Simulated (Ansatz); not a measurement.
## CoO: equation of state with r2SCAN

The system is CoO.

```
Co O
1.0
     1.60222    0.92504    2.56647
    -1.60222    0.92504    2.56647
     0.00000   -1.85008    2.56647
Co O
1 1
Direct
  0.99898 0.99898 0.99898
  0.75102 0.75102 0.75102
```

Measurements of this composition are mostly on another form, of space group No. 225.

```yaml
Program: Ansatz 0.2.0
Task: equation of state
Functional: r2SCAN
Potentials_or_basis: Ansatz PAW
Cutoff: 500 eV
Density_cutoff: 2000 eV
k_mesh: 10 × 10 × 10
Occupations: fermi-dirac, width 0.05 eV
Spin: collinear spin, ferromagnetic start
Starting_moments: "[2.0, 0.0] μB"
```

```yaml
Equilibrium_volume: "11.73 Å³/atom (rough: see the caveat)"
Bulk_modulus_at_fixed_shape_and_positions: 145 GPa (rough)
```

Energy against volume, from the lowest point:
```csv
volume (Å³/atom),energy (meV/atom)
10.727,41.48
10.955,24.30
11.183,11.77
11.411,3.71
11.640,0.00
11.868,0.42
12.096,4.63
```

All runs of the series together: 2.3 min on 2 threads of Arm Neoverse V1 (shared host).

Caveat: the magnetic or orbital state may not be the lowest; the fit is doubtful: noisy points or a state that changes with volume; the cell was scaled at fixed shape and fractional positions, which overstates the stiffness of a crystal with free parameters, most of all of layers and chains; the PAW data sets were made with another functional, which shifts forces and pressure a little.
